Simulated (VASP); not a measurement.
Here is a VASP 6.6.1 calculation.

The input INCAR:

```
SYSTEM = PbSe
ALGO = Normal
EDIFF = 1E-6
ENCUT = 520
ISIF = 2
ISMEAR = -1
LASPH = .TRUE.
LCHARG = .FALSE.
LREAL = .FALSE.
LWAVE = .FALSE.
NBANDS = 17
NELM = 80
PREC = Accurate
SIGMA = 0.05
```

Contents of KPOINTS:

```
k-points
0
G
  8 8 8
  0 0 0
```

File POSCAR:

```
PbSe
1.0
    0.0000000000      2.9981702236      2.9981702236
    2.9981702236      0.0000000000      2.9981702236
    2.9981702236      2.9981702236      0.0000000000
Pb Se
1 1
Direct
    0.0000000000      0.0000000000      0.0000000000
    0.5000000000      0.5000000000      0.5000000000
```

Potentials or basis: VASP PAW LDA potentials, release 64 (Pb_d, Se).

The run is started by

```sh
$ cat potpaw_LDA.64/Pb_d/POTCAR potpaw_LDA.64/Se/POTCAR > POTCAR
$ mpirun -np 1 vasp_std > vasp.out
```

**Question.** Predict the pressure.

**Answer.** 1.4 GPa.

**Question.** Estimate the band gap on the k mesh.

**Answer.** 0.06 eV, direct.

Caveat: spin-orbit coupling is left out, which moves the levels of the heavy elements.

**Measured values to compare with.**

From a printed reference work, monograph, for a bulk crystal of PbSe at 300 K: band gap 0.28 eV (direct).

Against the measured gap of PbSe, 0.28 eV (direct; 300 K; a printed reference work, monograph), the calculated 0.06 eV is off by -0.22 eV. 2 values of this kind are on record (0.15 to 0.28 eV); this one was drawn at random. Spin-orbit coupling on Pb, Se is left out. The value is that of LDA on a finite k mesh, which can miss the band edges, without temperature or zero-point motion. Semilocal functionals fall short of measured gaps as a rule.
